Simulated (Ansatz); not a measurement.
**CdTe: band gap under strain**

Aim: follow the gap of zincblende CdTe through these states: -2.0 % strain along z alone; -1.0 % strain along z alone; +1.0 % strain along z alone. The table at the end shows which levels were run.

Program: Ansatz 0.2.0. PAW datasets, plane waves. Spin-unpolarised throughout; all numbers are computed.

**1. The structure to begin with**

The unstrained cell was relaxed with r2SCAN; in each strained cell the atoms were relaxed again with r2SCAN. Names of k-points are those of the unstrained zone, where strain can split equivalent points. First state: -2.0 % strain along z alone.

The symmetry is I-4m2 (No. 119, tetragonal); conventional cell a = 4.639 Å, c = 6.429 Å, 34.58 Å³ an atom. Cd has 4 Te at 2.82 Å; Te has 4 Cd at 2.82 Å.

As a file:

Space group I-4m2 (No. 119). a = 4.639 Å, b = 4.639 Å, c = 6.429 Å, α = 90.00°, β = 90.00°, γ = 90.00°
```csv
atom,site,symmetry,x,y,z
Cd,2a,-4m2,0.0000,0.0000,0.0000
Te,2c,-4m2,0.0000,0.5000,0.2500
```

From earlier runs on the unstrained cell: PBE 0.66 eV, r2SCAN 1.16 eV, HSE06 1.53 eV, r2SCAN+SOC 0.90 eV, G0W0 1.21 eV (on its mesh); a = 6.560 Å.

**2. -2.0 % strain along z alone: PBE**

Input file input.yaml:

```yaml
crystal:
  lattice:
    - [0.0, 3.2799551162, 3.2143560138]
    - [3.2799551162, 0.0, 3.2143560138]
    - [3.2799551162, 3.2799551162, 0.0]
  atoms:
    - { symbol: Cd, position: [0.0, 0.0, 0.0] }
    - { symbol: Te, position: [0.25, 0.25, 0.25] }
kpoints:
  mp_grid: { grid: [6, 6, 6] }
  band_path:
    path:
      - [0.0, 0.0, 0.0]
      - [-0.5, -0.5, 0.0]
      - [-0.375, -0.375, 0.25]
      - [-0.375, 0.0, 0.375]
      - [0.0, 0.0, 0.5]
      - [-0.5, -0.25, 0.25]
    npoints: 1
hamiltonian:
  xc: pbe
scf:
  occupations: { method: fermi_dirac, width: 0.02 }
  n_extra_bands: 4
output:
  forces: true
  stress: true
  eigenvalues: true
  write_density: true
  write_potential: true
  elf: true
  volumetric_format: npy
```

Launch:

```
$ ansatz run input.yaml --threads 2 --pin off --max-ram 29491MiB --backend cpu --events-out ev --progress --plain --runs-dir out
```

After this run come: -2.0 % strain along z alone: r2SCAN; -2.0 % strain along z alone: HSE06; -2.0 % strain along z alone: r2SCAN+SOC; -2.0 % strain along z alone: r2SCAN; -2.0 % strain along z alone: G0W0@PBE; -1.0 % strain along z alone: PBE; -1.0 % strain along z alone: r2SCAN; -1.0 % strain along z alone: HSE06; -1.0 % strain along z alone: r2SCAN+SOC; -1.0 % strain along z alone: r2SCAN; -1.0 % strain along z alone: G0W0@PBE; +1.0 % strain along z alone: PBE; +1.0 % strain along z alone: r2SCAN; +1.0 % strain along z alone: HSE06; +1.0 % strain along z alone: r2SCAN+SOC; +1.0 % strain along z alone: r2SCAN; +1.0 % strain along z alone: G0W0@PBE.

What does the calculation give?

As calculated:

Least gap in eV (negative: overlap), with the change from the unstrained cell in brackets. G0W0 is on its own coarse mesh.

| state | volume change (%) | PBE | r2SCAN | HSE06 | G0W0 |
| --- | --- | --- | --- | --- | --- |
| -2.0 % strain along z alone | -2.0 | 0.68 (+0.02) | 1.18 (+0.02) | 1.55 (+0.02) | 1.25 (+0.04) |
| -1.0 % strain along z alone | -1.0 | 0.67 (+0.01) | 1.17 (+0.01) | 1.54 (+0.01) | 1.23 (+0.02) |
| +1.0 % strain along z alone | +1.0 | 0.62 (-0.04) | 1.12 (-0.04) | 1.48 (-0.05) | 1.16 (-0.05) |

**Reading.** The largest move of the HSE06 gap in the table is -0.046 eV, under +1.0 % strain along z alone. PBE and HSE06 differ by 0.86 eV on the unstrained gap, and by at most 0.01 eV on its change. Spin-orbit coupling is left out of the table, though the cell holds Te (Z = 52); in an element this heavy it can shift bands and gaps by tenths of an eV. G0W0 values are finite-basis, finite-mesh values.
